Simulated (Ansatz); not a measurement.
# Every step of a relaxation of Ca (beta tin type)

DFT, PBE, PAW with Ansatz's default frozen-core files, scalar-relativistic (Ansatz 0.2.0); a Γ-centred 15×15×15 k mesh, Fermi–Dirac smearing of 0.05 eV, no spin polarisation. The run relaxes cell and atoms at a target pressure of 32 GPa.

Command: `ansatz run input.yaml --threads 1 --pin off --max-ram 3584MiB --backend cpu --events-out ev --progress --plain --runs-dir out` It took 25 s on 1 thread of Intel(R) Xeon(R) 6975P-C (Granite Rapids), on a shared host, peak memory 0.51 GiB.

```yaml
crystal:
  lattice:
    - [-2.7028151624, 2.7028151624, 1.4865483393]
    - [2.7028151624, -2.7028151624, 1.4865483393]
    - [2.7028151624, 2.7028151624, -1.4865483393]
  atoms:
    - { symbol: Ca, position: [-0.375, -0.125, -0.25] }
    - { symbol: Ca, position: [0.375, 0.125, 0.25] }
kpoints:
  mp_grid: { grid: [15, 15, 15] }
scf:
  occupations: { method: fermi_dirac, width: 0.05 }
hamiltonian:
  xc: pbe
  pseudopotentials: { kind: paw }
output:
  forces: true
  stress: true
  eigenvalues: true
relax:
  f_tol: 0.005
  max_steps: 40
  cell: { p_target: 32.0, stress_tol: 0.03 }
```

Each step lists its enthalpy F + pV a cell above the last geometry, the pressure, the cell vectors (Å), and Cartesian positions (Å) with forces (eV/Å).

The first step:

```
step 1  dH = 83.63 meV  P = 25.1 GPa
  cell -2.7028 2.7028 1.4865  2.7028 -2.7028 1.4865  2.7028 2.7028 -1.4865
  Ca 0.0000 -1.3514 -0.3716   0.0000 0.0000 0.0000
  Ca 0.0000 1.3514 0.3716   0.0000 0.0000 0.0000
```

The symmetry of the start is kept and no stability test is made, so the end need not be the stable phase.

Problem. Where does the relaxation end, and by which steps?

Solution. After 5 geometries, with conventional a, b, c = 5.308, 5.308, 2.841 Å, at 20.011 Å³/atom (-7.86 % against the start) in space group I4_1/amd, with a shortest distance of 2.748 Å. The further steps:
```
step 2  dH = 7.54 meV  P = 34.4 GPa
  cell -2.6273 2.6273 1.4139  2.6273 -2.6273 1.4139  2.6273 2.6273 -1.4139
  Ca 0.0000 -1.3136 -0.3535   0.0000 0.0000 0.0000
  Ca 0.0000 1.3136 0.3535   0.0000 0.0000 0.0000
step 3  dH = 0.23 meV  P = 32.0 GPa
  cell -2.6504 2.6504 1.4250  2.6504 -2.6504 1.4250  2.6504 2.6504 -1.4250
  Ca 0.0000 -1.3252 -0.3562   0.0000 0.0000 0.0000
  Ca 0.0000 1.3252 0.3562   0.0000 0.0000 0.0000
step 4  dH = 0.03 meV  P = 32.0 GPa
  cell -2.6527 2.6527 1.4220  2.6527 -2.6527 1.4220  2.6527 2.6527 -1.4220
  Ca 0.0000 -1.3264 -0.3555   0.0000 0.0000 0.0000
  Ca 0.0000 1.3264 0.3555   0.0000 0.0000 0.0000
step 5  dH = 0.00 meV  P = 32.0 GPa
  cell -2.6542 2.6542 1.4203  2.6542 -2.6542 1.4203  2.6542 2.6542 -1.4203
  Ca 0.0000 -1.3271 -0.3551   0.0000 0.0000 0.0000
  Ca 0.0000 1.3271 0.3551   0.0000 0.0000 0.0000
step 6  dH = 0.13 meV  P = 32.0 GPa  (same geometry on a basis chosen anew; earlier energies don't compare to the last digit)
  cell -2.6542 2.6542 1.4203  2.6542 -2.6542 1.4203  2.6542 2.6542 -1.4203
  Ca 0.0000 -1.3271 -0.3551   0.0000 0.0000 0.0000
  Ca 0.0000 1.3271 0.3551   0.0000 0.0000 0.0000
```
